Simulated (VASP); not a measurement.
# Zn (Im-3m) in VASP: further runs, part 5 of 7

VASP 6.6.1.

## 75. Equation of state, LDA, 15.91 Å³/atom

File INCAR:

```
PREC = Accurate
ENCUT = 460
EDIFF = 1E-4
ISMEAR = -1
SIGMA = 0.15
LREAL = F
LASPH = T
NELM = 100
ALGO = Normal
ISIF = 2
LWAVE = F
LCHARG = F
ADDGRID = F
```

File KPOINTS:

```
regular mesh
0
Gamma
  11 11 11
```

File POSCAR:

```
Zn
1.0
   -1.5845730302      1.5845730302      1.5845730302
    1.5845730302     -1.5845730302      1.5845730302
    1.5845730302      1.5845730302     -1.5845730302
Zn
1
Direct
    0.0000000000      0.0000000000      0.0000000000
```

Potentials or basis: VASP PAW LDA potentials, release 64 (Zn).

Run with:

```sh
$ cat potpaw_LDA.64/Zn/POTCAR > POTCAR
$ mpirun -np 1 vasp_std > vasp.out
```

Wall time 3.3 s (1 thread of Intel Xeon Platinum 8488C (Sapphire Rapids), shared host); peak memory 0.12 GiB.

These settings aren't checked as converged: the numbers below hold their error.

Results:

```yaml
Free_energy: -1.7149 eV
Pressure: -8.7 GPa
Band_gap_on_the_k_mesh: none (metal or under the smearing width)
```

## 76. Equation of state, LDA, 14.99 Å³/atom

INCAR, as its differences from that of step 75:

```diff
@@ -2,3 +2,3 @@
 ENCUT = 460
-EDIFF = 1E-4
+EDIFF = 1E-5
 ISMEAR = -1
```

KPOINTS is that of step 75.

File POSCAR:

```
Zn
1.0
   -1.5531870578      1.5531870578      1.5531870578
    1.5531870578     -1.5531870578      1.5531870578
    1.5531870578      1.5531870578     -1.5531870578
Zn
1
Direct
    0.0000000000      0.0000000000      0.0000000000
```

Run with:

```sh
$ cat potpaw_LDA.64/Zn/POTCAR > POTCAR
$ mpirun -np 1 vasp_std > vasp.out
```

Wall time 3.5 s (1 thread of Intel Xeon Platinum 8488C (Sapphire Rapids), shared host); peak memory 0.11 GiB.

These settings aren't checked as converged: the numbers below hold their error.

What came out:

```
Free energy            : -1.7627 eV
Pressure               : -6.0 GPa
Band gap on the k mesh : none (metal or under the smearing width)
```

## 77. Equation of state, LDA, 15.91 Å³/atom

INCAR is that of step 76.

KPOINTS is that of step 76.

File POSCAR:

```
Zn
1.0
   -1.5845730302      1.5845730302      1.5845730302
    1.5845730302     -1.5845730302      1.5845730302
    1.5845730302      1.5845730302     -1.5845730302
Zn
1
Direct
    0.0000000000      0.0000000000      0.0000000000
```

Run with:

```sh
$ cat potpaw_LDA.64/Zn/POTCAR > POTCAR
$ mpirun -np 1 vasp_std > vasp.out
```

Wall time 3.6 s (1 thread of Intel Xeon Platinum 8488C (Sapphire Rapids), shared host); peak memory 0.11 GiB.

The run converged, but some of its settings lie outside the range that counts as converged, so its numbers aren't taken as properties of the crystal.

Results:

```
Free energy            : -1.7149 eV
Pressure               : -8.9 GPa
Band gap on the k mesh : none (metal or under the smearing width)
```

## 78. Equation of state, LDA, 14.99 Å³/atom

INCAR, as its differences from that of step 77:

```diff
@@ -2,3 +2,3 @@
 ENCUT = 460
-EDIFF = 1E-5
+EDIFF = 1E-6
 ISMEAR = -1
```

KPOINTS is that of step 77.

File POSCAR:

```
Zn
1.0
   -1.5531870578      1.5531870578      1.5531870578
    1.5531870578     -1.5531870578      1.5531870578
    1.5531870578      1.5531870578     -1.5531870578
Zn
1
Direct
    0.0000000000      0.0000000000      0.0000000000
```

Potentials or basis: VASP PAW LDA potentials, release 64 (Zn).

Run with:

```sh
$ cat potpaw_LDA.64/Zn/POTCAR > POTCAR
$ mpirun -np 1 vasp_std > vasp.out
```

It took 3.8 s on 1 thread of Intel Xeon Platinum 8488C (Sapphire Rapids), shared host; peak memory 0.11 GiB.

These settings aren't checked as converged: the numbers below hold their error.

What came out:

```yaml
Free_energy: -1.7627 eV
Pressure: -6.9 GPa
Band_gap_on_the_k_mesh: none (metal or under the smearing width)
```

## 79. Equation of state, LDA, 15.91 Å³/atom

INCAR is that of step 78.

KPOINTS is that of step 78.

File POSCAR:

```
Zn
1.0
   -1.5845730302      1.5845730302      1.5845730302
    1.5845730302     -1.5845730302      1.5845730302
    1.5845730302      1.5845730302     -1.5845730302
Zn
1
Direct
    0.0000000000      0.0000000000      0.0000000000
```

Run with:

```sh
$ cat potpaw_LDA.64/Zn/POTCAR > POTCAR
$ mpirun -np 1 vasp_std > vasp.out
```

Run time: 3.9 s. Hardware: 1 thread of Intel Xeon Platinum 8488C (Sapphire Rapids), shared host; peak memory 0.12 GiB.

The run converged, but some of its settings lie outside the range that counts as converged, so its numbers aren't taken as properties of the crystal.

What came out:

| Item | Value |
| --- | --- |
| Free energy | -1.7149 eV |
| Pressure | -9.6 GPa |
| Band gap on the k mesh | none (metal or under the smearing width) |

## 80. Equation of state, LDA, 14.99 Å³/atom

File INCAR:

```
PREC = Accurate
ENCUT = 460
EDIFF = 1E-7
ISMEAR = -1
SIGMA = 0.15
LREAL = F
LASPH = T
NELM = 100
ALGO = Normal
ISIF = 2
LWAVE = F
LCHARG = F
ADDGRID = T
```

KPOINTS is that of step 79.

File POSCAR:

```
Zn
1.0
   -1.5531870578      1.5531870578      1.5531870578
    1.5531870578     -1.5531870578      1.5531870578
    1.5531870578      1.5531870578     -1.5531870578
Zn
1
Direct
    0.0000000000      0.0000000000      0.0000000000
```

Run with:

```sh
$ cat potpaw_LDA.64/Zn/POTCAR > POTCAR
$ mpirun -np 1 vasp_std > vasp.out
```

Run time: 5.3 s. Hardware: 1 thread of Intel Xeon Platinum 8488C (Sapphire Rapids), shared host; peak memory 0.16 GiB.

These settings aren't checked as converged: the numbers below hold their error.

Results:

```yaml
Free_energy: -1.7626 eV
Pressure: -6.9 GPa
Band_gap_on_the_k_mesh: none (metal or under the smearing width)
```

## 81. Equation of state, LDA, 15.91 Å³/atom

INCAR is that of step 80.

KPOINTS is that of step 80.

File POSCAR:

```
Zn
1.0
   -1.5845730302      1.5845730302      1.5845730302
    1.5845730302     -1.5845730302      1.5845730302
    1.5845730302      1.5845730302     -1.5845730302
Zn
1
Direct
    0.0000000000      0.0000000000      0.0000000000
```

Potentials or basis: VASP PAW LDA potentials, release 64 (Zn).

Run with:

```sh
$ cat potpaw_LDA.64/Zn/POTCAR > POTCAR
$ mpirun -np 1 vasp_std > vasp.out
```

It took 5 s on 1 thread of Intel Xeon Platinum 8488C (Sapphire Rapids), shared host; peak memory 0.16 GiB.

The run converged, but some of its settings lie outside the range that counts as converged, so its numbers aren't taken as properties of the crystal.

What came out:

- Free energy: -1.7149 eV
- Pressure: -9.6 GPa
- Band gap on the k mesh: none (metal or under the smearing width)

## 82. Equation of state, LDA, 14.99 Å³/atom

INCAR, as its differences from that of step 81:

```diff
@@ -6,3 +6,3 @@
 LREAL = F
-LASPH = T
+LASPH = F
 NELM = 100
@@ -12,2 +12,2 @@
 LCHARG = F
-ADDGRID = T
+ADDGRID = F
```

KPOINTS is that of step 81.

File POSCAR:

```
Zn
1.0
   -1.5531870578      1.5531870578      1.5531870578
    1.5531870578     -1.5531870578      1.5531870578
    1.5531870578      1.5531870578     -1.5531870578
Zn
1
Direct
    0.0000000000      0.0000000000      0.0000000000
```

Run with:

```sh
$ cat potpaw_LDA.64/Zn/POTCAR > POTCAR
$ mpirun -np 1 vasp_std > vasp.out
```

It took 3.9 s on 1 thread of Intel Xeon Platinum 8488C (Sapphire Rapids), shared host; peak memory 0.11 GiB.

The run converged, but some of its settings lie outside the range that counts as converged, so its numbers aren't taken as properties of the crystal.

Results:

| Property | Result |
| --- | --- |
| Free energy | -1.7627 eV |
| Pressure | -6.9 GPa |
| Band gap on the k mesh | none (metal or under the smearing width) |

## 83. Equation of state, LDA, 15.91 Å³/atom

INCAR is that of step 82.

KPOINTS is that of step 82.

File POSCAR:

```
Zn
1.0
   -1.5845730302      1.5845730302      1.5845730302
    1.5845730302     -1.5845730302      1.5845730302
    1.5845730302      1.5845730302     -1.5845730302
Zn
1
Direct
    0.0000000000      0.0000000000      0.0000000000
```

Run with:

```sh
$ cat potpaw_LDA.64/Zn/POTCAR > POTCAR
$ mpirun -np 1 vasp_std > vasp.out
```

Wall time 4.1 s (1 thread of Intel Xeon Platinum 8488C (Sapphire Rapids), shared host); peak memory 0.11 GiB.

The run converged, but some of its settings lie outside the range that counts as converged, so its numbers aren't taken as properties of the crystal.

What came out:

```
Free energy            : -1.7149 eV
Pressure               : -9.7 GPa
Band gap on the k mesh : none (metal or under the smearing width)
```

## 84. Equation of state, LDA, 14.99 Å³/atom

File INCAR:

```
PREC = Normal
ENCUT = 460
EDIFF = 1E-4
ISMEAR = -1
SIGMA = 0.15
LREAL = Auto
LASPH = T
NELM = 100
ALGO = Normal
ISIF = 2
LWAVE = F
LCHARG = F
ADDGRID = F
```

KPOINTS is that of step 83.

File POSCAR:

```
Zn
1.0
   -1.5531870578      1.5531870578      1.5531870578
    1.5531870578     -1.5531870578      1.5531870578
    1.5531870578      1.5531870578     -1.5531870578
Zn
1
Direct
    0.0000000000      0.0000000000      0.0000000000
```

Potentials or basis: VASP PAW LDA potentials, release 64 (Zn).

Run with:

```sh
$ cat potpaw_LDA.64/Zn/POTCAR > POTCAR
$ mpirun -np 1 vasp_std > vasp.out
```

Wall time 2.4 s (1 thread of Intel Xeon Platinum 8488C (Sapphire Rapids), shared host); peak memory 0.11 GiB.

These settings aren't checked as converged: the numbers below hold their error.

What came out:

* Free energy: -1.7628 eV
* Pressure: -5.9 GPa
* Band gap on the k mesh: none (metal or under the smearing width)

## 85. Equation of state, LDA, 15.91 Å³/atom

INCAR is that of step 84.

KPOINTS is that of step 84.

File POSCAR:

```
Zn
1.0
   -1.5845730302      1.5845730302      1.5845730302
    1.5845730302     -1.5845730302      1.5845730302
    1.5845730302      1.5845730302     -1.5845730302
Zn
1
Direct
    0.0000000000      0.0000000000      0.0000000000
```

Run with:

```sh
$ cat potpaw_LDA.64/Zn/POTCAR > POTCAR
$ mpirun -np 1 vasp_std > vasp.out
```

It took 2.4 s on 1 thread of Intel Xeon Platinum 8488C (Sapphire Rapids), shared host; peak memory 0.1 GiB.

The run converged, but some of its settings lie outside the range that counts as converged, so its numbers aren't taken as properties of the crystal.

What came out:

* Free energy: -1.7148 eV
* Pressure: -8.8 GPa
* Band gap on the k mesh: none (metal or under the smearing width)

## 86. Equation of state, LDA, 14.99 Å³/atom

File INCAR:

```
PREC = Accurate
ENCUT = 340
EDIFF = 1E-7
ISMEAR = -1
SIGMA = 0.15
LREAL = F
LASPH = T
NELM = 100
ALGO = Normal
ISIF = 2
LWAVE = F
LCHARG = F
ADDGRID = F
```

File KPOINTS:

```
regular mesh
0
Gamma
  13 13 13
```

File POSCAR:

```
Zn
1.0
   -1.5531870578      1.5531870578      1.5531870578
    1.5531870578     -1.5531870578      1.5531870578
    1.5531870578      1.5531870578     -1.5531870578
Zn
1
Direct
    0.0000000000      0.0000000000      0.0000000000
```

Run with:

```sh
$ cat potpaw_LDA.64/Zn/POTCAR > POTCAR
$ mpirun -np 1 vasp_std > vasp.out
```

It took 2.5 s on 1 thread of Intel Xeon Platinum 8488C (Sapphire Rapids), shared host; peak memory 0.11 GiB.

The run converged, but some of its settings lie outside the range that counts as converged, so its numbers aren't taken as properties of the crystal.

What came out:

| Property | Result |
| --- | --- |
| Free energy | -1.7630 eV |
| Pressure | -6.5 GPa |
| Band gap on the k mesh | none (metal or under the smearing width) |

Caveat: the cutoff is under 1.25 times the usual one of these potentials, so pressure, stress and relaxed cells hold a basis-set (Pulay) error.

## 87. Equation of state, LDA, 15.91 Å³/atom

INCAR is that of step 86.

KPOINTS is that of step 86.

File POSCAR:

```
Zn
1.0
   -1.5845730302      1.5845730302      1.5845730302
    1.5845730302     -1.5845730302      1.5845730302
    1.5845730302      1.5845730302     -1.5845730302
Zn
1
Direct
    0.0000000000      0.0000000000      0.0000000000
```

Potentials or basis: VASP PAW LDA potentials, release 64 (Zn).

Run with:

```sh
$ cat potpaw_LDA.64/Zn/POTCAR > POTCAR
$ mpirun -np 1 vasp_std > vasp.out
```

Run time: 4.4 s. Hardware: 1 thread of Intel Xeon Platinum 8488C (Sapphire Rapids), shared host; peak memory 0.11 GiB.

The run converged, but some of its settings lie outside the range that counts as converged, so its numbers aren't taken as properties of the crystal.

What came out:

* Free energy: -1.7188 eV
* Pressure: -9.4 GPa
* Band gap on the k mesh: none (metal or under the smearing width)

Caveat: the cutoff is under 1.25 times the usual one of these potentials, so pressure, stress and relaxed cells hold a basis-set (Pulay) error.

## 88. Equation of state, LDA, 14.99 Å³/atom

INCAR, as its differences from that of step 87:

```diff
@@ -1,3 +1,3 @@
 PREC = Accurate
-ENCUT = 340
+ENCUT = 520
 EDIFF = 1E-7
```

File KPOINTS:

```
regular mesh
0
Gamma
  11 11 11
```

File POSCAR:

```
Zn
1.0
   -1.5531870578      1.5531870578      1.5531870578
    1.5531870578     -1.5531870578      1.5531870578
    1.5531870578      1.5531870578     -1.5531870578
Zn
1
Direct
    0.0000000000      0.0000000000      0.0000000000
```

Run with:

```sh
$ cat potpaw_LDA.64/Zn/POTCAR > POTCAR
$ mpirun -np 1 vasp_std > vasp.out
```

Run time: 4.1 s. Hardware: 1 thread of Intel Xeon Platinum 8488C (Sapphire Rapids), shared host; peak memory 0.12 GiB.

The run converged, but some of its settings lie outside the range that counts as converged, so its numbers aren't taken as properties of the crystal.

Results:

```
Free energy            : -1.7628 eV
Pressure               : -6.8 GPa
Band gap on the k mesh : none (metal or under the smearing width)
```

## 89. Equation of state, LDA, 15.91 Å³/atom

INCAR is that of step 88.

KPOINTS is that of step 88.

File POSCAR:

```
Zn
1.0
   -1.5845730302      1.5845730302      1.5845730302
    1.5845730302     -1.5845730302      1.5845730302
    1.5845730302      1.5845730302     -1.5845730302
Zn
1
Direct
    0.0000000000      0.0000000000      0.0000000000
```

Run with:

```sh
$ cat potpaw_LDA.64/Zn/POTCAR > POTCAR
$ mpirun -np 1 vasp_std > vasp.out
```

Run time: 4.2 s. Hardware: 1 thread of Intel Xeon Platinum 8488C (Sapphire Rapids), shared host; peak memory 0.11 GiB.

These settings aren't checked as converged: the numbers below hold their error.

Results:

```yaml
Free_energy: -1.7151 eV
Pressure: -9.5 GPa
Band_gap_on_the_k_mesh: none (metal or under the smearing width)
```

## 90. Equation of state, LDA, 14.99 Å³/atom

INCAR, as its differences from that of step 89:

```diff
@@ -1,3 +1,3 @@
 PREC = Accurate
-ENCUT = 520
+ENCUT = 280
 EDIFF = 1E-7
```

File KPOINTS:

```
regular mesh
0
Gamma
  15 15 15
```

File POSCAR:

```
Zn
1.0
   -1.5531870578      1.5531870578      1.5531870578
    1.5531870578     -1.5531870578      1.5531870578
    1.5531870578      1.5531870578     -1.5531870578
Zn
1
Direct
    0.0000000000      0.0000000000      0.0000000000
```

Potentials or basis: VASP PAW LDA potentials, release 64 (Zn).

Run with:

```sh
$ cat potpaw_LDA.64/Zn/POTCAR > POTCAR
$ mpirun -np 1 vasp_std > vasp.out
```

Run time: 3.1 s. Hardware: 1 thread of Intel Xeon Platinum 8488C (Sapphire Rapids), shared host; peak memory 0.11 GiB.

These settings aren't checked as converged: the numbers below hold their error.

What came out:

| Quantity | Value |
| --- | --- |
| Free energy | -1.7570 eV |
| Band gap on the k mesh | none (metal or under the smearing width) |

Caveat: the cutoff is under 1.25 times the usual one of these potentials, so pressure, stress and relaxed cells hold a basis-set (Pulay) error.

## 91. Equation of state, LDA, 15.91 Å³/atom

INCAR is that of step 90.

KPOINTS is that of step 90.

File POSCAR:

```
Zn
1.0
   -1.5845730302      1.5845730302      1.5845730302
    1.5845730302     -1.5845730302      1.5845730302
    1.5845730302      1.5845730302     -1.5845730302
Zn
1
Direct
    0.0000000000      0.0000000000      0.0000000000
```

Run with:

```sh
$ cat potpaw_LDA.64/Zn/POTCAR > POTCAR
$ mpirun -np 1 vasp_std > vasp.out
```

It took 3.1 s on 1 thread of Intel Xeon Platinum 8488C (Sapphire Rapids), shared host; peak memory 0.11 GiB.

These settings aren't checked as converged: the numbers below hold their error.

What came out:

| Quantity | Value |
| --- | --- |
| Free energy | -1.7122 eV |
| Band gap on the k mesh | none (metal or under the smearing width) |

Caveat: the cutoff is under 1.25 times the usual one of these potentials, so pressure, stress and relaxed cells hold a basis-set (Pulay) error.

## 92. Equation of state, LDA, 14.99 Å³/atom

INCAR, as its differences from that of step 91:

```diff
@@ -1,3 +1,3 @@
 PREC = Accurate
-ENCUT = 280
+ENCUT = 340
 EDIFF = 1E-7
```

KPOINTS is that of step 91.

File POSCAR:

```
Zn
1.0
   -1.5531870578      1.5531870578      1.5531870578
    1.5531870578     -1.5531870578      1.5531870578
    1.5531870578      1.5531870578     -1.5531870578
Zn
1
Direct
    0.0000000000      0.0000000000      0.0000000000
```

Run with:

```sh
$ cat potpaw_LDA.64/Zn/POTCAR > POTCAR
$ mpirun -np 1 vasp_std > vasp.out
```

Run time: 3.3 s. Hardware: 1 thread of Intel Xeon Platinum 8488C (Sapphire Rapids), shared host; peak memory 0.11 GiB.

These settings aren't checked as converged: the numbers below hold their error.

Results:

* Free energy: -1.7610 eV
* Pressure: -6.7 GPa
* Band gap on the k mesh: none (metal or under the smearing width)

Caveat: the cutoff is under 1.25 times the usual one of these potentials, so pressure, stress and relaxed cells hold a basis-set (Pulay) error.

## 93. Equation of state, LDA, 15.91 Å³/atom

INCAR is that of step 92.

KPOINTS is that of step 92.

File POSCAR:

```
Zn
1.0
   -1.5845730302      1.5845730302      1.5845730302
    1.5845730302     -1.5845730302      1.5845730302
    1.5845730302      1.5845730302     -1.5845730302
Zn
1
Direct
    0.0000000000      0.0000000000      0.0000000000
```

Potentials or basis: VASP PAW LDA potentials, release 64 (Zn).

Run with:

```sh
$ cat potpaw_LDA.64/Zn/POTCAR > POTCAR
$ mpirun -np 1 vasp_std > vasp.out
```

It took 5.8 s on 1 thread of Intel Xeon Platinum 8488C (Sapphire Rapids), shared host; peak memory 0.11 GiB.

The run converged, but some of its settings lie outside the range that counts as converged, so its numbers aren't taken as properties of the crystal.

What came out:

| Quantity | Value |
| --- | --- |
| Free energy | -1.7159 eV |
| Pressure | -9.5 GPa |
| Band gap on the k mesh | none (metal or under the smearing width) |

Caveat: the cutoff is under 1.25 times the usual one of these potentials, so pressure, stress and relaxed cells hold a basis-set (Pulay) error.

## 94. Equation of state, LDA, 14.99 Å³/atom

INCAR, as its differences from that of step 93:

```diff
@@ -1,3 +1,3 @@
 PREC = Accurate
-ENCUT = 340
+ENCUT = 460
 EDIFF = 1E-7
```

File KPOINTS:

```
regular mesh
0
Gamma
  13 13 13
```

File POSCAR:

```
Zn
1.0
   -1.5531870578      1.5531870578      1.5531870578
    1.5531870578     -1.5531870578      1.5531870578
    1.5531870578      1.5531870578     -1.5531870578
Zn
1
Direct
    0.0000000000      0.0000000000      0.0000000000
```

Run with:

```sh
$ cat potpaw_LDA.64/Zn/POTCAR > POTCAR
$ mpirun -np 1 vasp_std > vasp.out
```

Wall time 5.6 s (1 thread of Intel Xeon Platinum 8488C (Sapphire Rapids), shared host); peak memory 0.11 GiB.

These settings aren't checked as converged: the numbers below hold their error.

What came out:

- Free energy: -1.7618 eV
- Pressure: -6.2 GPa
- Band gap on the k mesh: none (metal or under the smearing width)

## 95. Equation of state, LDA, 15.91 Å³/atom

INCAR is that of step 94.

KPOINTS is that of step 94.

File POSCAR:

```
Zn
1.0
   -1.5845730302      1.5845730302      1.5845730302
    1.5845730302     -1.5845730302      1.5845730302
    1.5845730302      1.5845730302     -1.5845730302
Zn
1
Direct
    0.0000000000      0.0000000000      0.0000000000
```

Run with:

```sh
$ cat potpaw_LDA.64/Zn/POTCAR > POTCAR
$ mpirun -np 1 vasp_std > vasp.out
```

It took 5.5 s on 1 thread of Intel Xeon Platinum 8488C (Sapphire Rapids), shared host; peak memory 0.12 GiB.

The run converged, but some of its settings lie outside the range that counts as converged, so its numbers aren't taken as properties of the crystal.

Results:

```
Free energy            : -1.7175 eV
Pressure               : -9.2 GPa
Band gap on the k mesh : none (metal or under the smearing width)
```

(Continued in part 6 of 7.)
